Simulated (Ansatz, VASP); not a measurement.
**CoO in VASP and in Ansatz**

INCAR

```
SYSTEM = CoO
  PREC = Accurate
  ENCUT = 520
  EDIFF = 1E-6
  ISMEAR = -1
  SIGMA = 0.05
  LREAL = .FALSE.
  LASPH = .TRUE.
  NELM = 100
  ALGO = Fast
  ISIF = 2
  LWAVE = .FALSE.
  LCHARG = .FALSE.
  GGA = PE
```

KPOINTS

```
Automatic mesh
0
G
  8 8 8
  0 0 0
```

The input POSCAR:

```
CoO
1.0
   -1.4142300000      2.4495100000      2.7217200000
    2.8284500000      0.0000000000      2.7217200000
    1.4142200000      2.4495100000      0.0000000000
Co O
2 2
Direct
    0.2500000000      0.2500000000      0.7500000000
    0.7500000000      0.7500000000      0.2500000000
    0.8333300000      0.1666700000      0.5000000000
    0.3333300000      0.6666700000      0.0000000000
```

File input.yaml:

```yaml
crystal:
  lattice:
    - [-1.41423, 2.44951, 2.72172]
    - [2.82845, 0.0, 2.72172]
    - [1.41422, 2.44951, 0.0]
  atoms:
    - { symbol: Co, position: [0.25, 0.25, 0.75] }
    - { symbol: Co, position: [0.75, 0.75, 0.25] }
    - { symbol: O, position: [0.83333, 0.16667, 0.5] }
    - { symbol: O, position: [0.33333, 0.66667, 0.0] }
hamiltonian:
  xc: pbe
  pseudopotentials: { kind: paw }
kpoints:
  mp_grid: { grid: [8, 8, 8] }
scf:
  occupations: { method: fermi_dirac, width: 0.05 }
output:
  forces: true
  stress: true
  eigenvalues: true
```

The cell was built by a generator and needn't be a form met in nature.

Alike in both runs: task single point; functional PBE; k mesh 8 × 8 × 8; occupations fermi-dirac, width 0.05 eV; no spin polarisation.

|  | VASP | Ansatz |
| --- | --- | --- |
| version | VASP 6.6.1 | Ansatz 0.2.0 |
| potentials or method | VASP PAW PBE potentials, release 64 (Co, O) | Ansatz PAW |
| plane-wave cutoff (eV) | 520 | 420 |
| valence electrons in the cell | 30 | 46 |

VASP gave:

* gap on the k mesh at the Fermi level (eV): none
* pressure (GPa): -12.4
* largest component of the traceless stress (GPa): 1.18
* rms of the force components (eV/Å): 0.004

Question: Which values does Ansatz return?

Answer: gap on the k mesh at the Fermi level (eV): none; pressure (GPa): -12.2; largest component of the traceless stress (GPa): 1.00; rms of the force components (eV/Å): 0.004.

Atom by atom the forces differ by 0.000 eV/Å (rms over components). A gap of «none» marks a metal or a gap that the smearing closes. The functional is the same, so the differences come from potentials, cutoffs and numerics. The two sets of potentials don't hold the same shells in valence.

Caveats: the run has no spin polarisation, though such a crystal can be magnetic; semilocal functionals often make such compounds metallic where correlation or magnetic order opens a gap, which also shifts bond lengths; the pressure holds a Pulay correction of +0.7 GPa for the finite cutoff (Ansatz). With open d or f shells a metallic result of PBE can be an artefact of self-interaction; +U or a hybrid may open a gap. Spin polarisation is off, so any magnetic state and its effect on volume and gap are missing.
